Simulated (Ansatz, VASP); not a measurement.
## ZrB in VASP and in Ansatz

POSCAR

```
ZrB
1.0
    0.0000000000      2.3250000000      2.3250000000
    2.3250000000      0.0000000000      2.3250000000
    2.3250000000      2.3250000000      0.0000000000
Zr B
1 1
Direct
    0.0000000000      0.0000000000      0.0000000000
    0.4978494624      0.4978494624      0.5021505376
```

Contents of INCAR.step1:

```
ALGO     = Normal         # electronic algorithm
EDIFF    = 1E-4           # SCF threshold, eV
ENCUT    = 520            # plane-wave cutoff, eV
GGA      = PE             # functional
ISMEAR   = 0              # smearing method
LASPH    = True           # aspherical terms in the spheres
LCHARG   = False          # write CHGCAR
LREAL    = False          # projectors in reciprocal space
LWAVE    = True           # write WAVECAR
NBANDS   = 14             # bands
NELM     = 100            # most SCF steps
PREC     = Accurate       # precision mode
SIGMA    = 0.02           # smearing width, eV
```

File INCAR.step2:

```
ALGO     = Normal         # electronic algorithm
EDIFF    = 1E-7           # SCF threshold, eV
ENCUT    = 520            # plane-wave cutoff, eV
ISIF     = 2              # what is computed and relaxed
ISMEAR   = 0              # smearing method
ISTART   = 1            
LASPH    = True           # aspherical terms in the spheres
LCHARG   = False          # write CHGCAR
LMIXTAU  = True         
LREAL    = False          # projectors in reciprocal space
LWAVE    = False          # write WAVECAR
METAGGA  = R2SCAN         # meta-GGA
NBANDS   = 14             # bands
NELM     = 100            # most SCF steps
PREC     = Accurate       # precision mode
SIGMA    = 0.02           # smearing width, eV
```

File KPOINTS:

```
k-points
0
Gamma
  12 12 12
```

Input for Ansatz:

```yaml
crystal:
  lattice:
    - [0.0, 2.325, 2.325]
    - [2.325, 0.0, 2.325]
    - [2.325, 2.325, 0.0]
  atoms:
    - { symbol: Zr, position: [0.0, 0.0, 0.0] }
    - { symbol: B, position: [0.4978494624, 0.4978494624, 0.5021505376] }
hamiltonian:
  xc: r2scan
kpoints:
  mp_grid: { grid: [12, 12, 12] }
scf:
  occupations: { method: gaussian, width: 0.02 }
  convergence: { dr2_threshold: 1.0e-11 }
basis:
  ecutwfc: 600
output:
  forces: true
```

Alike in both runs: task single point; functional r2SCAN; k mesh 12 × 12 × 12; occupations gaussian, width 0.02 eV; no spin polarisation.

|  | VASP | Ansatz |
| --- | --- | --- |
| version | VASP 6.6.1 | Ansatz 0.2.0 |
| potentials or method | VASP PAW PBE potentials, release 64 (Zr_sv, B) | scalar-relativistic, plane waves, PAW |
| plane-wave cutoff (eV) | 520 | 600 |
| valence electrons in the cell | 15 | 15 |

|  | VASP | Ansatz | Ansatz less VASP |
| --- | --- | --- | --- |
| rms of the force components (eV/Å) | 0.057 | 0.057 | -0.0003 |

Atom by atom the forces differ by 0.000 eV/Å (rms over components). With one functional, cell and mesh, what is left measures potentials, basis and numerics.

Caveats: the PAW data sets were made with another functional, which shifts forces and pressure a little (VASP).
